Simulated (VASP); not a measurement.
# GeSe (Pnma) in VASP: notebook, part 2 of 2

VASP 6.6.1. Earlier steps stand in the parts before.

### Step 4. Relaxation of cell and atoms, PBE

This run uses another cell than the first one, of 24.51 Å³/atom, 1.147 times its volume.

Contents of INCAR:

```
SYSTEM = GeSe
ALGO     = Normal         ! electronic algorithm
EDIFF    = 1E-7           ! SCF threshold, eV
EDIFFG   = -0.005         ! ionic threshold
ENCUT    = 600            ! plane-wave cutoff, eV
GGA      = PE             ! functional
IBRION   = 2              ! ionic algorithm
ISIF     = 3              ! what is computed and relaxed
ISMEAR   = 0              ! smearing method
KPAR     = 2            
LASPH    = .True.         ! aspherical terms in the spheres
LCHARG   = .False.        ! write CHGCAR
LREAL    = .False.        ! projectors in reciprocal space
LWAVE    = .False.        ! write WAVECAR
NELM     = 80             ! most SCF steps
NSW      = 90             ! ionic steps
PREC     = Accurate       ! precision mode
SIGMA    = 0.03           ! smearing width, eV
```

Contents of KPOINTS:

```
k-points
0
Gamma
  4 8 6
  0 0 0
```

Contents of POSCAR:

```
GeSe                                    
1.0
   11.1810604035      0.0000000000      0.0000000000
    0.0000000000      3.8893381181     -0.0000000000
    0.0000000000      0.0000000000      4.5086797966
  Ge              Se            
     4     4
Direct
     0.1262647302566407    0.7500000000000000    0.8830985544533143
     0.6262647302566408    0.7500000000000000    0.6169014455466857
     0.3737352697433594    0.2500000000000000    0.3830985544533141
     0.8737352697433592    0.2500000000000000    0.1169014455466859
     0.8527383792237330    0.7500000000000000    0.4991936751724357
     0.3527383792237332    0.7500000000000000    0.0008063248275643
     0.6472616207762670    0.2500000000000000    0.9991936751724357
     0.1472616207762669    0.2500000000000000    0.5008063248275643
```

Started as:

```bash
$ cat potpaw_PBE.64/Ge_d/POTCAR potpaw_PBE.64/Se/POTCAR > POTCAR
$ mpirun -np 2 vasp_std > vasp.out
```

Run time: 11 min. Hardware: 2 MPI ranks of Intel Xeon Platinum 8488C (Sapphire Rapids), shared host; peak memory 0.69 GiB.

Results (log left out):

```
Free energy                            : -33.8791 eV
Relaxed volume                         : 24.56 Å³/atom
Relaxed cell                           : a = 11.185 Å, b = 3.884 Å, c = 4.523 Å, α = 90.00°, β = 90.00°, γ = 90.00°
Space group after relaxing (to 0.05 Å) : Pnma (No. 62)
Energy gained by relaxing              : 0.0 meV/atom
Ionic steps                            : 4
Pressure after relaxing                : 0.0 GPa
Largest force after relaxing           : 0.004 eV/Å
Band gap on the k mesh                 : 0.86 eV, indirect (least direct gap 0.95 eV)
```

Forces in eV/Å, atoms in the order of the input:
```
Ge   0.000  0.000 -0.003
Ge   0.000  0.000  0.003
Ge   0.000  0.000 -0.003
Ge   0.000  0.000  0.003
Se  -0.003  0.000  0.003
Se  -0.003  0.000 -0.003
Se   0.003  0.000  0.003
Se   0.003  0.000 -0.003
```

The path:
| step | energy change (eV) | largest force (eV/Å) | pressure (GPa) | volume (Å³) |
| --- | --- | --- | --- | --- |
| 1 | 0.0000 | 0.0096 | 0.01 | 196.07 |
| 2 | 0.0000 | 0.0086 | 0.01 | 196.11 |
| 3 | -0.0001 | 0.0067 | 0.02 | 196.22 |
| 4 | -0.0002 | 0.0040 | 0.02 | 196.45 |

Final structure:
```cif
data_structure
_symmetry_space_group_name_H-M 'P 1'
_symmetry_Int_Tables_number 1
_cell_length_a 11.1848
_cell_length_b 3.8838
_cell_length_c 4.5225
_cell_angle_alpha 90.000
_cell_angle_beta 90.000
_cell_angle_gamma 90.000
_cell_volume 196.45
loop_
_atom_site_label
_atom_site_type_symbol
_atom_site_fract_x
_atom_site_fract_y
_atom_site_fract_z
_atom_site_occupancy
Ge1 Ge 0.12651 0.75000 0.88227 1
Ge2 Ge 0.62651 0.75000 0.61773 1
Ge3 Ge 0.37349 0.25000 0.38227 1
Ge4 Ge 0.87349 0.25000 0.11773 1
Se1 Se 0.85282 0.75000 0.49907 1
Se2 Se 0.35282 0.75000 0.00093 1
Se3 Se 0.64718 0.25000 0.99907 1
Se4 Se 0.14718 0.25000 0.50093 1
```

Levels at points of the mesh, in eV from the valence-band top:
| k point | band 38 | band 39 | band 40 | band 41 | band 42 | band 43 |
| --- | --- | --- | --- | --- | --- | --- |
| (0.00, 0.00, 0.00) | -0.99 | -0.73 | -0.09 | 0.86 | 2.66 | 2.66 |
| (0.50, 0.00, 0.00) | -1.55 | -0.36 | -0.36 | 2.31 | 2.31 | 2.46 |
| (0.00, 0.50, 0.00) | -1.38 | -1.14 | -1.14 | 1.13 | 1.13 | 1.37 |
| (0.50, 0.50, 0.00) | -1.45 | -1.45 | -1.45 | 1.53 | 1.53 | 1.53 |
| (0.00, 0.00, 0.50) | -0.88 | -0.36 | -0.36 | 1.34 | 1.34 | 1.98 |
| (0.50, 0.00, 0.50) | -0.56 | -0.47 | -0.47 | 1.38 | 1.38 | 1.94 |
| (0.00, 0.50, 0.50) | -1.95 | -1.35 | -1.35 | 2.87 | 2.87 | 3.23 |
| (0.50, 0.50, 0.50) | -1.37 | -1.37 | -1.37 | 2.67 | 2.67 | 2.67 |

A k mesh can miss the band edges.

### Step 5. Relaxation of cell and atoms, PBE+D3(BJ)

This run uses another cell than the first one, of 22.57 Å³/atom, 1.056 times its volume.

Contents of INCAR:

```
PREC = Accurate ; ENCUT = 600
EDIFF = 1E-6 ; ISMEAR = 0
SIGMA = 0.03 ; LREAL = False
LASPH = True ; NELM = 80
ALGO = Normal ; ISIF = 3
LWAVE = False ; LCHARG = False
GGA = PE ; IVDW = 12
IBRION = 2 ; NSW = 90
EDIFFG = -0.01 ; KPAR = 2
```

Contents of KPOINTS:

```
Automatic mesh
0
Gamma
  4 8 6
```

Contents of POSCAR:

```
GeSe
1.0
   10.7900000000      0.0000000000      0.0000000000
    0.0000000000      3.8200000000      0.0000000000
    0.0000000000      0.0000000000      4.3800000000
Ge Se
4 4
Direct
    0.1210000000      0.7500000000      0.8940000000
    0.6210000000      0.7500000000      0.6060000000
    0.3790000000      0.2500000000      0.3940000000
    0.8790000000      0.2500000000      0.1060000000
    0.8520000000      0.7500000000      0.4970000000
    0.3520000000      0.7500000000      0.0030000000
    0.6480000000      0.2500000000      0.9970000000
    0.1480000000      0.2500000000      0.5030000000
```

Started as:

```bash
$ cat potpaw_PBE.64/Ge_d/POTCAR potpaw_PBE.64/Se/POTCAR > POTCAR
$ mpirun -np 2 vasp_std > vasp.out
```

It took 36 min on 2 MPI ranks of Intel Xeon 6975P-C (Granite Rapids), shared host; peak memory 0.67 GiB.

Results (log left out):

| Property | Result |
| --- | --- |
| Free energy | -36.7182 eV |
| Relaxed volume | 23.52 Å³/atom |
| Relaxed cell | a = 10.960 Å, b = 3.882 Å, c = 4.423 Å, α = 90.00°, β = 90.00°, γ = 90.00° |
| Space group after relaxing (to 0.05 Å) | Pnma (No. 62) |
| Energy gained by relaxing | 11.7 meV/atom |
| Ionic steps | 25 |
| Pressure after relaxing | 0.0 GPa |
| Largest force after relaxing | 0.010 eV/Å |
| Band gap on the k mesh | 0.71 eV, indirect (least direct gap 0.89 eV) |
| Dispersion energy per atom | -0.358 eV |

Forces in eV/Å, atoms in the order of the input:
```
Ge   0.007  0.000 -0.007
Ge   0.007  0.000  0.007
Ge  -0.007  0.000 -0.007
Ge  -0.007  0.000  0.007
Se   0.005  0.000  0.007
Se   0.005  0.000 -0.007
Se  -0.005  0.000  0.007
Se  -0.005  0.000 -0.007
```

Step by step:
| step | energy change (eV) | largest force (eV/Å) | pressure (GPa) | volume (Å³) |
| --- | --- | --- | --- | --- |
| 1 | 0.0000 | 0.2543 | 3.31 | 180.53 |
| 2 | -0.0416 | 0.2877 | -2.39 | 193.00 |
| 3 | -0.0841 | 0.1310 | -0.08 | 187.88 |
| 4 | -0.0841 | 0.1262 | -0.02 | 187.73 |
| 5 | -0.0878 | 0.0880 | 0.00 | 187.88 |
| 6 | -0.0900 | 0.0458 | 0.02 | 188.07 |
| 7 | -0.0901 | 0.0431 | 0.06 | 188.10 |
| 8 | -0.0912 | 0.0347 | -0.05 | 188.44 |
| 9 | -0.0912 | 0.0360 | -0.21 | 188.86 |
| 10 | -0.0914 | 0.0347 | -0.19 | 188.67 |
| 11 | -0.0920 | 0.0429 | 0.00 | 188.33 |
| 12 | -0.0921 | 0.0472 | 0.14 | 188.14 |
| 13 | -0.0926 | 0.0377 | 0.09 | 188.16 |
| 14 | -0.0932 | 0.0185 | 0.04 | 188.20 |
| 15 | -0.0934 | 0.0170 | -0.06 | 188.33 |
| 16 | -0.0934 | 0.0168 | -0.04 | 188.37 |
| 17 | -0.0934 | 0.0168 | -0.09 | 188.43 |
| 18 | -0.0935 | 0.0168 | -0.04 | 188.34 |
| 19 | -0.0936 | 0.0184 | 0.02 | 188.17 |
| 20 | -0.0936 | 0.0183 | 0.11 | 188.14 |
| 21 | -0.0936 | 0.0183 | -0.02 | 188.16 |
| 22 | -0.0936 | 0.0183 | 0.06 | 188.15 |
| 23 | -0.0937 | 0.0132 | 0.01 | 188.18 |
| 24 | -0.0937 | 0.0124 | -0.02 | 188.22 |
| 25 | -0.0938 | 0.0096 | 0.01 | 188.18 |

Final structure:
```
CELL_PARAMETERS angstrom
10.95973 0.00000 0.00000
0.00000 3.88180 0.00000
0.00000 0.00000 4.42316
ATOMIC_POSITIONS crystal
Ge 0.12293 0.75000 0.89010
Ge 0.62293 0.75000 0.60990
Ge 0.37707 0.25000 0.39010
Ge 0.87707 0.25000 0.10990
Se 0.85450 0.75000 0.49865
Se 0.35450 0.75000 0.00135
Se 0.64550 0.25000 0.99865
Se 0.14550 0.25000 0.50135
```

Levels at points of the mesh, in eV from the valence-band top:
| k point | band 37 | band 38 | band 39 | band 40 | band 41 | band 42 | band 43 | band 44 |
| --- | --- | --- | --- | --- | --- | --- | --- | --- |
| (0.00, 0.00, 0.00) | -1.38 | -1.07 | -0.82 | -0.18 | 0.71 | 2.65 | 2.69 | 2.69 |
| (0.50, 0.00, 0.00) | -1.67 | -1.67 | -0.44 | -0.44 | 2.37 | 2.37 | 2.42 | 2.42 |
| (0.00, 0.50, 0.00) | -1.38 | -1.38 | -1.18 | -1.18 | 1.12 | 1.12 | 1.23 | 1.23 |
| (0.50, 0.50, 0.00) | -1.50 | -1.50 | -1.50 | -1.50 | 1.50 | 1.50 | 1.50 | 1.50 |
| (0.00, 0.00, 0.50) | -0.96 | -0.96 | -0.39 | -0.39 | 1.24 | 1.24 | 1.94 | 1.94 |
| (0.50, 0.00, 0.50) | -0.57 | -0.57 | -0.52 | -0.52 | 1.29 | 1.29 | 1.93 | 1.93 |
| (0.00, 0.50, 0.50) | -2.14 | -2.14 | -1.51 | -1.51 | 2.86 | 2.86 | 3.23 | 3.23 |
| (0.50, 0.50, 0.50) | -1.46 | -1.46 | -1.46 | -1.46 | 2.57 | 2.57 | 2.57 | 2.57 |

### Step 6. The runs side by side

```tsv
level	potentials or basis	gap on the mesh (eV)	pressure (GPa)	relaxed volume (Å³/atom)
LDA	VASP PAW LDA potentials, release 64 (Ge_d, Se)	0.28	0.0	21.39
PBE	VASP PAW PBE potentials, release 64 (Ge_d, Se)	0.86	0.0	24.56
PBE+D3(BJ)	VASP PAW PBE potentials, release 64 (Ge_d, Se)	0.71	0.0	23.52
```

Alike in all rows: task relaxation of cell and atoms; no spin polarisation; cell relaxed; k mesh 4 × 8 × 6; cutoff (eV) 600; smearing gaussian 0.03 eV.

Absolute energies hang on the potentials; compare differences alone.
